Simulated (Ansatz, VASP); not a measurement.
## SiO2 in VASP and in Ansatz

```
Si O
1.0
    -2.53508    2.53508    3.83918
     2.53508   -2.53508    3.83918
     2.53508    2.53508   -3.83918
Si O
2 4
Direct
  0.00000 0.00000 0.00000
  0.75000 0.25000 0.50000
  0.97317 0.62500 0.84817
  0.37500 0.22317 0.34817
  0.77683 0.12500 0.15183
  0.87500 0.02683 0.65183
```

Change from the starting cell: strain +0.025 along x and y, +0.050 along z, atoms carried along.

Alike in both runs: task single point; functional r2SCAN; k mesh 6 × 6 × 6; occupations gaussian, width 0.05 eV; no spin polarisation.

|  | VASP | Ansatz |
| --- | --- | --- |
| version | VASP 6.6.1 | Ansatz 0.2.0 |
| potentials or method | VASP PAW PBE potentials, release 64 (Si, O) | scalar-relativistic, plane waves, PAW |
| plane-wave cutoff (eV) | 520 | 500 |
| valence electrons in the cell | 32 | 32 |

```tsv
	VASP	Ansatz	Ansatz less VASP
gap on the k mesh at the Fermi level (eV)	5.93	5.94	+0.006
least direct gap on the mesh (eV)	5.93	5.94	+0.006
pressure (GPa)	-13.5	-13.6	-0.11
largest component of the traceless stress (GPa)	1.09	1.12	+0.029
rms of the force components (eV/Å)	0.442	0.441	-0.0006
```

Atom by atom the forces differ by 0.001 eV/Å (rms over components). The functional is the same, so the differences come from potentials, cutoffs and numerics.

Caveats: the PAW data sets were made with another functional, which shifts forces and pressure a little (VASP). A k mesh can miss the band edges.
